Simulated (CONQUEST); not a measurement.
Runs of CONQUEST 1.3 on InAs. Symmetry: F-43m, No. 216, cubic system. The conventional cell has a = 6.036 Å, b = 6.036 Å, c = 6.036 Å, α = 90.00°, β = 90.00°, γ = 90.00°. Around In (site symmetry -43m) lie 4 As at 2.61 Å. As (site symmetry -43m) is surrounded by 4 In at 2.61 Å. 

| task | potentials or basis | k mesh | gap on the mesh (eV) | pressure (GPa) |
| --- | --- | --- | --- | --- |
| single point | PseudoDojo NC PBE, DZP, grid cutoff 120 Ha | 6 × 6 × 5 | none | 4.8 |
| single point | PseudoDojo NC PBE, SZ, grid cutoff 120 Ha | 6 × 6 × 5 | 0.14 | (a) |
| single point | PseudoDojo NC PBE, SZP, grid cutoff 120 Ha | 5 × 5 × 3 | 0.18 | 7.0 |
| single point | PseudoDojo NC PBE, SZP, grid cutoff 120 Ha | 6 × 6 × 5 | 0.18 | 7.0 |

Alike in all rows: level PBE; no spin polarisation; cell as given; smearing fermi-dirac 0.05 eV.

**Question.** Fill in the values left out.

**Answer.** (a) 7.9.

Caveats: the basis of atomic orbitals isn't converged, which shifts pressures, moduli and gaps; the box holds several primitive cells, so bands are folded and the points are those of the box's own zone (some runs); the atomic basis is small (some runs); spin-orbit coupling is left out, which moves the levels of the heavy elements (some runs); an odd mesh through Γ misses points on the zone boundary, where band edges often lie (some runs); the real-space grid breaks the cell's symmetry a little (some runs).

A k mesh can miss the band edges, and the runs leave out spin-orbit coupling on As, In.

A gap of «none» marks a metal or a gap under the smearing width.
